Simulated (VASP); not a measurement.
# FeO in VASP: reference runs

Reference runs on FeO: the cell as given.

Program: VASP 6.6.1. These are calculated values, not measurements. Logs are shortened: lines on timing, memory, paths and dates and some standing lists are left out, and cuts for length are marked.

## Step 1: The cell of the first run

The cell holds a slab with vacuum, 12 atoms: a = 3.048 Å, b = 3.048 Å, c = 25.777 Å, α = 90.00°, β = 90.00°, γ = 90.00°.

## Step 2: Single point, PBE, collinear spin, ferromagnetic start (the (1 0 0) slab of FeO, cut from the database cell, not relaxed)

INCAR reads:

```
SYSTEM = FeO
  PREC = Accurate
  ENCUT = 520
  EDIFF = 1E-7
  ISMEAR = -1
  SIGMA = 0.05
  LREAL = .FALSE.
  LASPH = .TRUE.
  NELM = 100
  ALGO = Normal
  ISIF = 2
  LWAVE = .FALSE.
  LCHARG = .FALSE.
  ISPIN = 2
  MAGMOM = 3 3 3 3 3 3 0 0 0 0 0 0
  LORBIT = 11
  LMAXMIX = 4
  LDIPOL = .TRUE.
  IDIPOL = 3
  DIPOL = 0.5 0.5 0.500
  GGA = PE
  NBANDS = 58
```

KPOINTS reads:

```
regular mesh
0
G
  9 9 1
  0 0 0
```

POSCAR reads:

```
FeO
1.0
    3.0481959123      0.0000000000      0.0000000000
    0.0000000000      3.0481959123      0.0000000000
    0.0000000000      0.0000000000     25.7770000000
Fe O
6 6
Direct
    0.5000000000      0.5000000000      0.2909570547
    0.0000000000      0.0000000000      0.3745742328
    0.5000000000      0.5000000000      0.4581914109
    0.0000000000      0.0000000000      0.5418085891
    0.5000000000      0.5000000000      0.6254257672
    0.0000000000      0.0000000000      0.7090429453
    0.0000000000      0.0000000000      0.2909570547
    0.5000000000      0.5000000000      0.3745742328
    0.0000000000      0.0000000000      0.4581914109
    0.5000000000      0.5000000000      0.5418085891
    0.0000000000      0.0000000000      0.6254257672
    0.5000000000      0.5000000000      0.7090429453
```

Potentials or basis: VASP PAW PBE potentials, release 64 (Fe, O).

Launch:

```console
cat potpaw_PBE.64/Fe/POTCAR potpaw_PBE.64/O/POTCAR > POTCAR
mpirun -np 1 vasp_std > vasp.out
```

OUTCAR:

```text
SYSTEM = FeO
   PREC = Accurate
   ENCUT = 520
   EDIFF = 1E-7
   ISMEAR = -1
   LREAL = .FALSE.
   LASPH = .TRUE.
   NELM = 100
   ISIF = 2
   ISPIN = 2
   LORBIT = 11
   GGA = PE

 ion  position               nearest neighbor table
   1  0.500  0.500  0.291-   8 2.16   7 2.16   7 2.16   7 2.16   7 2.16   2 3.05   2 3.05   2 3.05
                             2 3.05
   2  0.000  0.000  0.375-   7 2.16   9 2.16   8 2.16   8 2.16   8 2.16   8 2.16   3 3.05   3 3.05
                             1 3.05   3 3.05   1 3.05   1 3.05   3 3.05   1 3.05
   3  0.500  0.500  0.458-   8 2.16   9 2.16   9 2.16   9 2.16   9 2.16  10 2.16   2 3.05   2 3.05
                             2 3.05   2 3.05   4 3.05   4 3.05   4 3.05   4 3.05
   4  0.000  0.000  0.542-  11 2.16  10 2.16  10 2.16  10 2.16  10 2.16   9 2.16   5 3.05   5 3.05
                             5 3.05   5 3.05   3 3.05   3 3.05   3 3.05   3 3.05
   5  0.500  0.500  0.625-  10 2.16  12 2.16  11 2.16  11 2.16  11 2.16  11 2.16   6 3.05   6 3.05
                             4 3.05   6 3.05   4 3.05   4 3.05   6 3.05   4 3.05
   6  0.000  0.000  0.709-  11 2.16  12 2.16  12 2.16  12 2.16  12 2.16   5 3.05   5 3.05   5 3.05
                             5 3.05
   7  0.000  0.000  0.291-   2 2.16   1 2.16   1 2.16   1 2.16   1 2.16
   8  0.500  0.500  0.375-   1 2.16   3 2.16   2 2.16   2 2.16   2 2.16   2 2.16
   9  0.000  0.000  0.458-   2 2.16   3 2.16   3 2.16   3 2.16   3 2.16   4 2.16
  10  0.500  0.500  0.542-   5 2.16   4 2.16   4 2.16   4 2.16   4 2.16   3 2.16
  11  0.000  0.000  0.625-   4 2.16   6 2.16   5 2.16   5 2.16   5 2.16   5 2.16
  12  0.500  0.500  0.709-   5 2.16   6 2.16   6 2.16   6 2.16   6 2.16

  LATTYP: Found a simple tetragonal cell.
 ALAT       =     3.0481959123
 C/A-ratio  =     8.4564774515

  Lattice vectors:

 A1 = (   3.0481959123,   0.0000000000,   0.0000000000)
 A2 = (   0.0000000000,   3.0481959123,   0.0000000000)
 A3 = (   0.0000000000,   0.0000000000,  25.7770000000)

Analysis of symmetry for initial positions (statically):
=====================================================================
 Subroutine PRICEL returns:
 Original cell was already a primitive cell.

 Routine SETGRP: Setting up the symmetry group for a
 simple tetragonal supercell.

 Subroutine GETGRP returns: Found 16 space group operations
 (whereof  8 operations were pure point group operations)
 out of a pool of 16 trial point group operations.

The static configuration has the point symmetry C_4v.
 The point group associated with its full space group is D_4h.

Analysis of symmetry for dynamics (positions and initial velocities):
=====================================================================
 Subroutine PRICEL returns:
 Original cell was already a primitive cell.

 Routine SETGRP: Setting up the symmetry group for a
 simple tetragonal supercell.

 Subroutine GETGRP returns: Found 16 space group operations
 (whereof  8 operations were pure point group operations)
 out of a pool of 16 trial point group operations.

The dynamic configuration has the point symmetry C_4v.
 The point group associated with its full space group is D_4h.

Analysis of structural, dynamic, and magnetic symmetry:
=====================================================================
 Subroutine PRICEL returns:
 Original cell was already a primitive cell.

 Routine SETGRP: Setting up the symmetry group for a
 simple tetragonal supercell.

 Subroutine GETGRP returns: Found 16 space group operations
 (whereof  8 operations were pure point group operations)
 out of a pool of 16 trial point group operations.

The overall configuration has the point symmetry C_4v.
 The point group associated with its full space group is D_4h.

 Subroutine INISYM returns: Found 16 space group operations
 (whereof  8 operations are pure point group operations),
 and found     1 'primitive' translations

----------------------------------------------------------------------------------------

                                     Primitive cell

  volume of cell :     239.5070

  direct lattice vectors                    reciprocal lattice vectors
     3.048195912  0.000000000  0.000000000     0.328062903  0.000000000  0.000000000
     0.000000000  3.048195912  0.000000000     0.000000000  0.328062903  0.000000000
     0.000000000  0.000000000 25.777000000     0.000000000  0.000000000  0.038794274
[... 103 lines left out ...]
   TEBEG  =    0.0;   TEEND  =   0.0 temperature during run
   PSTRESS=    0.0 pullay stress
   NELECT =      84.0000    total number of electrons
   NUPDOWN=      -1.0000    fix difference up-down
   EMIN   =  10.00;   EMAX   =-10.00  energy-range for DOS
   EFERMI =   0.00;   METHOD = LEGACY
   ISMEAR =    -1;   SIGMA  =   0.05  broadening in eV -4-tet -1-fermi 0-gaus
   EFERMI_NEDOS =   21; number of points for ismear=-14 and -15
   IALGO  =     38    algorithm
   IMIX   =      4    mixing-type and parameters
     AMIX     =   0.40;   BMIX     =  1.00
     AMIX_MAG =   1.60;   BMIX_MAG =  1.00
  volume/ion in A,a.u.               =      19.96       134.69
  Fermi-wavevector in a.u.,A,eV,Ry     =   1.154503  2.181695 18.134908  1.332878
  Thomas-Fermi vector in A             =   2.291139
   LORBIT       =     11    0 simple, 1 ext, 2 COOP (PROOUT), +10 PAW based schemes
   GGA     = PE    functional components
   LHFCALC =     F    Hartree Fock is set to
   AEXX    =    0.0000 exact exchange contribution
   IVDW    =     0    specifies the selected vdW correction
   LEPSILON=     F    determine dielectric tensor
   LRPA    =     F    only Hartree local field effects (RPA)
 spin polarized calculation
  energy-cutoff  :      520.00
  volume of cell :      239.51
 maximum number of plane-waves:      6502
 NGX is ok and might be reduce to    24
   NGX = 11   NGY = 11   NGZ = 95

 dipolmoment           0.000000      0.000000      0.000000 electrons x Angstroem

 number of electron      83.9999992 magnetization      24.0038016

 dipolmoment           0.000000      0.000000     -0.000000 electrons x Angstroem

 Free energy of the ion-electron system (eV)
  ---------------------------------------------------
  ext. energy  EPLUGINS =         0.00000000
  ---------------------------------------------------
  free energy    TOTEN  =       -88.82182304 eV

  energy without entropy =      -88.74610397  energy(sigma->0) =      -88.78396351

 E-fermi :   1.4863     XC(G=0):  -6.6970

 val. band max:        1.4848621984   @ k =   0.4444   0.0000   0.0000
 cond. band min:       1.5030750757   @ k =   0.4444   0.1111   0.0000
 fundamental gap:      0.0182128773
 Fermi energy:         1.4863373277

 spin component 1

 k-point     1 :       0.0000    0.0000    0.0000
  band No.  band energies     occupation
      1     -19.1306      1.00000
      2     -18.8680      1.00000
      3     -18.5288      1.00000
      4     -18.2290      1.00000
      5     -17.8644      1.00000
      6     -17.8590      1.00000
[... 844 lines left out ...]
     53      -0.2458      1.00000
     54      -0.2387      1.00000
 Fermi energy:         1.4863373277

 spin component 2

 k-point     1 :       0.0000    0.0000    0.0000
  band No.  band energies     occupation
      1     -18.5897      1.00000
      2     -18.3160      1.00000
      3     -17.9748      1.00000
      4     -17.6650      1.00000
      5     -17.3392      1.00000
      6     -17.3251      1.00000
[... 844 lines left out ...]
     53       3.2339      0.00000
     54       3.2395      0.00000
 [bands above 54 left out]

------------------------ aborting loop because EDIFF is reached ----------------------------------------

 vacuum level on the upper side and lower side of the slab       (xc-potential included)        -0.002        -0.002

  FORCE on cell =-STRESS in cart. coord.  units (eV):
  Direction    XX          YY          ZZ          XY          YZ          ZX
  --------------------------------------------------------------------------------------
  -------------------------------------------------------------------------------------
  Total       -4.8398478     -4.8398478     -1.3136915      0.0000000      0.0000000      0.0000000
  in kB      -32.3760727    -32.3760727     -8.7879152      0.0000000      0.0000000      0.0000000
  external PRESSURE =     -24.5133535 kB  Pullay stress =       0.0000000 kB

 VOLUME and BASIS-vectors are now :
 -----------------------------------------------------------------------------
  energy-cutoff  :      520.00
  volume of cell :      239.51
      direct lattice vectors                 reciprocal lattice vectors
     3.048195912  0.000000000  0.000000000     0.328062903  0.000000000  0.000000000
     0.000000000  3.048195912  0.000000000     0.000000000  0.328062903  0.000000000
     0.000000000  0.000000000 25.777000000     0.000000000  0.000000000  0.038794274

 POSITION                                       TOTAL-FORCE (eV/Angst)
 -----------------------------------------------------------------------------------
      1.52410      1.52410      7.50000        -0.000000     -0.000000      0.785635
      0.00000      0.00000      9.65540        -0.000000     -0.000000     -0.364827
      1.52410      1.52410     11.81080        -0.000000      0.000000      0.141327
      0.00000      0.00000     13.96620        -0.000000     -0.000000     -0.141327
      1.52410      1.52410     16.12160        -0.000000      0.000000      0.364827
      0.00000      0.00000     18.27700        -0.000000     -0.000000     -0.785635
      0.00000      0.00000      7.50000        -0.000000     -0.000000     -0.485655
      1.52410      1.52410      9.65540        -0.000000      0.000000     -0.001062
      0.00000      0.00000     11.81080        -0.000000     -0.000000     -0.007439
      1.52410      1.52410     13.96620        -0.000000      0.000000      0.007439
      0.00000      0.00000     16.12160        -0.000000     -0.000000      0.001062
      1.52410      1.52410     18.27700         0.000000     -0.000000      0.485655
 -----------------------------------------------------------------------------------
    total drift:                                0.000000     -0.000000      0.000000

  FREE ENERGIE OF THE ION-ELECTRON SYSTEM (eV)
  ---------------------------------------------------
  free  energy   TOTEN  =       -88.8218230421 eV

  energy  without entropy=      -88.7461039740  energy(sigma->0) =      -88.78396351

 vacuum level on the upper side and lower side of the slab         4.670         4.670

 total charge

# of ion       s       p       d       tot
------------------------------------------
    1        0.277   0.311   6.059   6.647
    2        0.290   0.362   6.077   6.728
    3        0.287   0.358   6.086   6.731
    4        0.287   0.358   6.086   6.731
    5        0.290   0.362   6.077   6.728
    6        0.277   0.311   6.059   6.647
    7        1.556   3.395   0.000   4.950
    8        1.557   3.435   0.000   4.992
    9        1.556   3.438   0.000   4.994
   10        1.556   3.438   0.000   4.994
   11        1.557   3.435   0.000   4.992
   12        1.556   3.395   0.000   4.950
--------------------------------------------------
tot         11.047  22.596  36.442  70.085

 magnetization (x)

# of ion       s       p       d       tot
------------------------------------------
    1        0.036   0.026   3.507   3.569
    2        0.026   0.019   3.582   3.628
    3        0.027   0.021   3.571   3.620
    4        0.027   0.021   3.571   3.620
    5        0.026   0.019   3.582   3.628
    6        0.036   0.026   3.507   3.569
    7        0.023   0.241   0.000   0.264
    8        0.031   0.288   0.000   0.319
    9        0.030   0.272   0.000   0.302
   10        0.030   0.272   0.000   0.302
   11        0.031   0.288   0.000   0.319
   12        0.023   0.241   0.000   0.264
--------------------------------------------------
tot          0.347   1.734  21.320  23.400
```

Run time: 40 min. Hardware: 1 thread of Intel Xeon Platinum 8175M at 2.50GHz (Skylake/Cascade Lake), shared host; peak memory 0.58 GiB.

What came out:

| Item | Value |
| --- | --- |
| Free energy | -88.8218 eV |
| Largest force | 0.786 eV/Å |
| Band gap on the k mesh | none (metal or under the smearing width) |
| Net moment | 24.00 μB per cell |
| Site moments | Fe +3.57, +3.63, +3.62; O +0.26, +0.32, +0.30 μB |
| Valence electrons inside the program's atomic spheres | Fe 6.65, 6.73; O 4.95, 4.99 |

Forces on the atoms (eV/Å):
```
Fe   0.000  0.000  0.786
Fe   0.000  0.000 -0.365
Fe   0.000  0.000  0.141
Fe   0.000  0.000 -0.141
Fe   0.000  0.000  0.365
Fe   0.000  0.000 -0.786
O    0.000  0.000 -0.486
O    0.000  0.000 -0.001
O    0.000  0.000 -0.007
O    0.000  0.000  0.007
O    0.000  0.000  0.001
O    0.000  0.000  0.486
```

Caveat: semilocal functionals often make such compounds metallic where correlation or magnetic order opens a gap, which also shifts bond lengths; only a ferromagnetic start was run, and an antiferromagnetic order may lie lower in energy.
